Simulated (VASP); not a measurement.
# PbSe (Clausthalite) (Fm-3m) in VASP: a series of runs, part 2 of 2

VASP 6.6.1. Earlier steps stand in the parts before.

## Step 5: Single point, r2SCAN

POSCAR reads:

```
PbSe
1.0
    0.0000000000      3.0696893648      3.0696893648
    3.0696893648      0.0000000000      3.0696893648
    3.0696893648      3.0696893648      0.0000000000
Pb Se
1 1
Direct
    0.0000000000      0.0000000000      0.0000000000
    0.5000000000      0.5000000000      0.5000000000
```

INCAR.step1 reads:

```
PREC = Accurate
ENCUT = 520
ISMEAR = 0
SIGMA = 0.01
LREAL = F
LASPH = T
NELM = 80
NBANDS = 17
GGA = PE
ALGO = Normal
EDIFF = 1E-4
LWAVE = T
LCHARG = F
```

INCAR.step2 reads:

```
PREC = Accurate
ENCUT = 520
EDIFF = 1E-6
ISMEAR = 0
SIGMA = 0.01
LREAL = F
LASPH = T
NELM = 80
ALGO = Normal
ISIF = 2
LWAVE = F
LCHARG = F
METAGGA = R2SCAN
LMIXTAU = T
NBANDS = 17
ISTART = 1
```

KPOINTS reads:

```
Automatic mesh
0
Gamma
  4 4 4
```

Potentials or basis: VASP PAW PBE potentials, release 64 (Pb_d, Se).

Started as:

```sh
cat potpaw_PBE.64/Pb_d/POTCAR potpaw_PBE.64/Se/POTCAR > POTCAR
cp INCAR.step1 INCAR
mpirun -np 1 vasp_std > vasp.out
cp INCAR.step2 INCAR
mpirun -np 1 vasp_std > vasp.out
```

It took 67 s on 1 thread of Intel Xeon 8259CL, shared host; peak memory 0.19 GiB.

The run converged. Its results:

```
Free energy            : -71.9251 eV
Pressure               : 1.1 GPa
Band gap on the k mesh : 0.61 eV, direct
```

Levels at points of the mesh, in eV from the valence-band top:
```csv
k point,band 6,band 7,band 8,band 9,band 10,band 11,band 12,band 13,band 14,band 15
"(0.00, 0.00, 0.00)",-14.07,-6.36,-1.98,-1.98,-1.98,5.03,5.03,5.03,6.98,6.98
"(0.50, 0.00, 0.00)",-12.99,-9.01,-1.57,-1.57,0.00,0.61,1.94,1.94,9.08,10.66
"(0.50, 0.50, 0.00)",-12.60,-7.53,-5.07,-3.33,-3.33,4.06,5.97,5.97,6.44,11.82
```

Caveat: the k points lie up to 0.44 Å⁻¹ apart; the PAW data sets were made with another functional, which shifts forces and pressure a little; spin-orbit coupling is left out, which moves the levels of the heavy elements.

## Step 6: Single point, PBE

INCAR reads:

```
SYSTEM = PbSe
PREC = Accurate ; ENCUT = 520
EDIFF = 1E-6 ; ISMEAR = 0
SIGMA = 0.01 ; LREAL = .FALSE.
LASPH = .TRUE. ; NELM = 60
ALGO = Normal ; ISIF = 2
LWAVE = .FALSE. ; LCHARG = .TRUE.
GGA = PE ; LELF = .TRUE.
LVHAR = .TRUE. ; NBANDS = 17
```

KPOINTS reads:

```
Automatic mesh
0
G
  6 6 6
  0 0 0
```

POSCAR is that of step 5.

Potentials or basis: VASP PAW PBE potentials, release 64 (Pb_d, Se).

Started as:

```sh
cat potpaw_PBE.64/Pb_d/POTCAR potpaw_PBE.64/Se/POTCAR > POTCAR
mpirun -np 1 vasp_std > vasp.out
```

OUTCAR:

```text
SYSTEM = PbSe
   PREC = Accurate
   ENCUT = 520
   EDIFF = 1E-6
   ISMEAR = 0
   LREAL = .FALSE.
   LASPH = .TRUE.
   NELM = 60
   ISIF = 2
   GGA = PE

 ion  position               nearest neighbor table
   1  0.000  0.000  0.000-   2 3.07   2 3.07   2 3.07   2 3.07   2 3.07   2 3.07
   2  0.500  0.500  0.500-   1 3.07   1 3.07   1 3.07   1 3.07   1 3.07   1 3.07

  LATTYP: Found a face centered cubic cell.
 ALAT       =     6.1393787296

  Lattice vectors:

 A1 = (   0.0000000000,   3.0696893648,   3.0696893648)
 A2 = (   3.0696893648,   0.0000000000,   3.0696893648)
 A3 = (   3.0696893648,   3.0696893648,   0.0000000000)

Analysis of symmetry for initial positions (statically):
=====================================================================
 Subroutine PRICEL returns:
 Original cell was already a primitive cell.

 Routine SETGRP: Setting up the symmetry group for a
 face centered cubic supercell.

 Subroutine GETGRP returns: Found 48 space group operations
 (whereof 48 operations were pure point group operations)
 out of a pool of 48 trial point group operations.

The static configuration has the point symmetry O_h .

[... 150 lines left out ...]

 E-fermi :   5.0101     XC(G=0):  -9.4905

 val. band max:        4.9507558152   @ k =   0.5000   0.0000   0.0000
 cond. band min:       5.2725555364   @ k =   0.5000   0.0000   0.0000
 fundamental gap:      0.3217997212
 Fermi energy:         5.0101408261

 k-point     1 :       0.0000    0.0000    0.0000
  band No.  band energies     occupation
      1     -11.8622      2.00000
      2     -11.8622      2.00000
      3     -11.8622      2.00000
      4     -11.8579      2.00000
      5     -11.8579      2.00000
      6      -8.5625      2.00000
[... 297 lines left out ...]
      4     -11.8350      2.00000
      5     -11.8192      2.00000
      6      -7.1394      2.00000
[... 9 lines left out ...]
     16      16.5878      0.00000
     17      17.6065      0.00000

------------------------ aborting loop because EDIFF is reached ----------------------------------------

  FORCE on cell =-STRESS in cart. coord.  units (eV):
  Direction    XX          YY          ZZ          XY          YZ          ZX
  --------------------------------------------------------------------------------------
  -------------------------------------------------------------------------------------
  Total        0.6740616      0.6740616      0.6740616      0.0000000     -0.0000000      0.0000000
  in kB       18.6679606     18.6679606     18.6679606      0.0000000     -0.0000000      0.0000000
  external PRESSURE =      18.6679606 kB  Pullay stress =       0.0000000 kB

 VOLUME and BASIS-vectors are now :
 -----------------------------------------------------------------------------
  energy-cutoff  :      520.00
  volume of cell :       57.85
      direct lattice vectors                 reciprocal lattice vectors
     0.000000000  3.069689365  3.069689365    -0.162882931  0.162882931  0.162882931
     3.069689365  0.000000000  3.069689365     0.162882931 -0.162882931  0.162882931
     3.069689365  3.069689365  0.000000000     0.162882931  0.162882931 -0.162882931

 POSITION                                       TOTAL-FORCE (eV/Angst)
 -----------------------------------------------------------------------------------
      0.00000      0.00000      0.00000        -0.000000     -0.000000     -0.000000
      3.06969      3.06969      3.06969         0.000000      0.000000      0.000000
 -----------------------------------------------------------------------------------
    total drift:                                0.000000     -0.000000     -0.000000

  FREE ENERGIE OF THE ION-ELECTRON SYSTEM (eV)
  ---------------------------------------------------
  free  energy   TOTEN  =        -8.1881734854 eV

  energy  without entropy=       -8.1881734854  energy(sigma->0) =       -8.18817349
```

stdout:

```text
POSCAR found type information on POSCAR PbSe
 POSCAR found :  2 types and       2 ions
 scaLAPACK will be used
 LDA part: xc-table for (Slater+PW92), standard interpolation
 POSCAR, INCAR and KPOINTS ok, starting setup
 FFT: planning ... GRIDC
 FFT: planning ... GRID_SOFT
 FFT: planning ... GRID
 WAVECAR not read
 entering main loop
```

Wall time 26 s (1 thread of Intel Xeon 8259CL, shared host); peak memory 0.17 GiB.

Results:

```yaml
Free_energy: -8.1882 eV
Pressure: 1.9 GPa
Band_gap_on_the_k_mesh: 0.32 eV, direct
```

Caveat: spin-orbit coupling is left out, which moves the levels of the heavy elements.

## Step 7: Overview

| level | potentials or basis | k mesh | gap on the mesh (eV) | pressure (GPa) |
| --- | --- | --- | --- | --- |
| PBE | VASP PAW PBE potentials, release 64 (Pb_d, Se) | 4 × 4 × 4 | 0.32 | 1.9 |
| LDA | VASP PAW LDA potentials, release 64 (Pb_d, Se) | 4 × 4 × 4 | 0.19 | -2.4 |
| r2SCAN | VASP PAW PBE potentials, release 64 (Pb_d, Se) | 4 × 4 × 4 | 0.61 | 1.1 |
| PBE | VASP PAW PBE potentials, release 64 (Pb_d, Se) | 6 × 6 × 6 | 0.32 | 1.9 |

Alike in all rows: task single point; no spin polarisation; cell as given; cutoff (eV) 520; smearing gaussian 0.01 eV.

Caveats: some runs use coarse meshes; spin-orbit coupling is left out, which moves the levels of the heavy elements; the PAW data sets were made with another functional, which shifts forces and pressure a little (some runs).

Absolute energies hang on the potentials; compare differences alone.

## Step 8: Comparison with measurements

Step 6. A measured gap of PbSe is 0.15 eV (direct; 4.2 K; a printed reference work, monograph); the calculated 0.32 eV misses it by +0.17 eV. 2 values of this kind are on record (0.15 to 0.28 eV); this one was drawn at random. Spin-orbit coupling on Pb, Se is left out. The value is that of PBE on a finite k mesh, which can miss the band edges, without temperature or zero-point motion.
